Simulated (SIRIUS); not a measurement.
Input of a SIRIUS 7.12.0 run:

File sirius.json:

```json
{
  "control": {
    "processing_unit": "cpu",
    "std_evp_solver_name": "lapack",
    "gen_evp_solver_name": "lapack",
    "verbosity": 2,
    "print_forces": true,
    "ortho_rf": true,
    "use_second_variation": true,
    "rmt_max": 3.0,
    "num_bands_to_print": 12,
    "save_wf": true
  },
  "parameters": {
    "electronic_structure_method": "full_potential_lapwlo",
    "xc_functionals": ["XC_GGA_X_PBE_SOL", "XC_GGA_C_PBE_SOL"],
    "core_relativity": "dirac",
    "valence_relativity": "iora",
    "num_fv_states": 12,
    "smearing": "fermi_dirac",
    "smearing_width": 0.0018374661,
    "pw_cutoff": 20,
    "gk_cutoff": 3.48,
    "lmax_apw": 10,
    "lmax_rho": 8,
    "lmax_pot": 8,
    "num_mag_dims": 0,
    "auto_rmt": 0,
    "ngridk": [12, 12, 11],
    "shiftk": [0, 0, 0],
    "num_dft_iter": 80,
    "energy_tol": 1e-07,
    "density_tol": 1e-05,
    "use_symmetry": true
  },
  "settings": {"tol_ne": 1e-10},
  "iterative_solver": {"type": "exact"},
  "mixer": {"type": "anderson", "beta": 0.5, "max_history": 8},
  "unit_cell": {
    "lattice_vectors": [[4.952108218, 0.0, 0.0], [-2.4760541091, 4.2886515191, 0.0], [0.0, 0.0, 4.6607343234]],
    "atom_types": ["Si"],
    "atom_files": {"Si": "Si.json"},
    "atoms": {"Si": [[0.0, 0.0, 0.0]]}
  }
}
```

File Si.json:

```json
{
  "name": "silicon",
  "symbol": "Si",
  "number": 14,
  "mass": 28.0855,
  "rmin": 1e-06,
  "rmt": 2.24,
  "nrmt": 800,
  "rinf": 17.42,
  "core": "1s",
  "valence": [
    {"basis": [{"enu": 0.14, "dme": 0, "n": 0, "auto": 0}, {"enu": 0.14, "dme": 1, "n": 0, "auto": 0}]},
    {"l": 0, "n": 1, "basis": [{"enu": 0.1668, "dme": 0, "n": 0, "auto": 0}]},
    {"l": 1, "n": 2, "basis": [{"enu": 0.24, "dme": 0, "n": 0, "auto": 0}]},
    {"l": 2, "n": 3, "basis": [{"enu": 0.24, "dme": 0, "n": 0, "auto": 0}]},
    {"l": 3, "n": 4, "basis": [{"enu": 0.24, "dme": 0, "n": 0, "auto": 0}]}
  ],
  "lo": [
    {
      "l": 0,
      "basis": [{"enu": 0.1668, "dme": 0, "n": 0, "auto": 0}, {"enu": 0.1668, "dme": 1, "n": 0, "auto": 0}]
    },
    {
      "l": 0,
      "basis": [{"enu": -4.7007, "dme": 0, "n": 2, "auto": 1}, {"enu": -4.7007, "dme": 1, "n": 2, "auto": 1}]
    },
    {
      "l": 0,
      "basis": [{"enu": -4.7007, "dme": 1, "n": 2, "auto": 1}, {"enu": 0.1668, "dme": 0, "n": 0, "auto": 0}]
    },
    {
      "l": 0,
      "basis": [{"enu": 0.1668, "dme": 0, "n": 0, "auto": 0}, {"enu": 3.3555, "dme": 0, "n": 0, "auto": 0}]
    },
    {"l": 1, "basis": [{"enu": 0.24, "dme": 0, "n": 0, "auto": 0}, {"enu": 0.24, "dme": 1, "n": 0, "auto": 0}]},
    {
      "l": 1,
      "basis": [{"enu": -3.1198, "dme": 0, "n": 2, "auto": 1}, {"enu": -3.1198, "dme": 1, "n": 2, "auto": 1}]
    },
    {
      "l": 1,
      "basis": [{"enu": -3.1198, "dme": 1, "n": 2, "auto": 1}, {"enu": 0.24, "dme": 0, "n": 0, "auto": 0}]
    },
    {"l": 1, "basis": [{"enu": 0.24, "dme": 0, "n": 0, "auto": 0}, {"enu": 3.9071, "dme": 0, "n": 0, "auto": 0}]},
    {"l": 2, "basis": [{"enu": 0.24, "dme": 0, "n": 0, "auto": 0}, {"enu": 0.24, "dme": 1, "n": 0, "auto": 0}]},
    {"l": 2, "basis": [{"enu": 0.24, "dme": 1, "n": 0, "auto": 0}, {"enu": 0.24, "dme": 2, "n": 0, "auto": 0}]},
    {"l": 2, "basis": [{"enu": 0.24, "dme": 0, "n": 0, "auto": 0}, {"enu": 3.3491, "dme": 0, "n": 0, "auto": 0}]},
    {"l": 3, "basis": [{"enu": 0.24, "dme": 0, "n": 0, "auto": 0}, {"enu": 0.24, "dme": 1, "n": 0, "auto": 0}]}
  ],
  "free_atom": [... radial grid and density of the free atom, the start of the SCF ...]
}
```

sirius_start.json

```json
{
  "control": {
    "processing_unit": "cpu",
    "std_evp_solver_name": "lapack",
    "gen_evp_solver_name": "lapack",
    "verbosity": 1,
    "print_forces": false,
    "ortho_rf": true,
    "use_second_variation": true,
    "rmt_max": 3.0,
    "num_bands_to_print": 12,
    "save_wf": false
  },
  "parameters": {
    "electronic_structure_method": "full_potential_lapwlo",
    "xc_functionals": ["XC_LDA_X", "XC_LDA_C_PW"],
    "core_relativity": "dirac",
    "valence_relativity": "iora",
    "num_fv_states": 12,
    "smearing": "fermi_dirac",
    "smearing_width": 0.0055123983,
    "pw_cutoff": 20,
    "gk_cutoff": 2.79,
    "lmax_apw": 10,
    "lmax_rho": 8,
    "lmax_pot": 8,
    "num_mag_dims": 0,
    "auto_rmt": 0,
    "ngridk": [5, 5, 4],
    "shiftk": [0, 0, 0],
    "num_dft_iter": 30,
    "energy_tol": 0.01,
    "density_tol": 0.05,
    "use_symmetry": true
  },
  "settings": {"tol_ne": 1e-10},
  "iterative_solver": {"type": "exact"},
  "mixer": {"type": "anderson", "beta": 0.5, "max_history": 8},
  "unit_cell": {
    "lattice_vectors": [[4.952108218, 0.0, 0.0], [-2.4760541091, 4.2886515191, 0.0], [0.0, 0.0, 4.6607343234]],
    "atom_types": ["Si"],
    "atom_files": {"Si": "Si.json"},
    "atoms": {"Si": [[0.0, 0.0, 0.0]]}
  }
}
```

Potentials or basis: all-electron FP-LAPW, apw+lo standard.

Command:

```sh
$ OMP_NUM_THREADS=1 sirius.scf --input=sirius_start.json --output=start.json
$ OMP_NUM_THREADS=1 sirius.scf --input=sirius.json --output=output.json --task=1
```

Question: Estimate the band gap on the k mesh.

Answer: None (metal or under the smearing width).
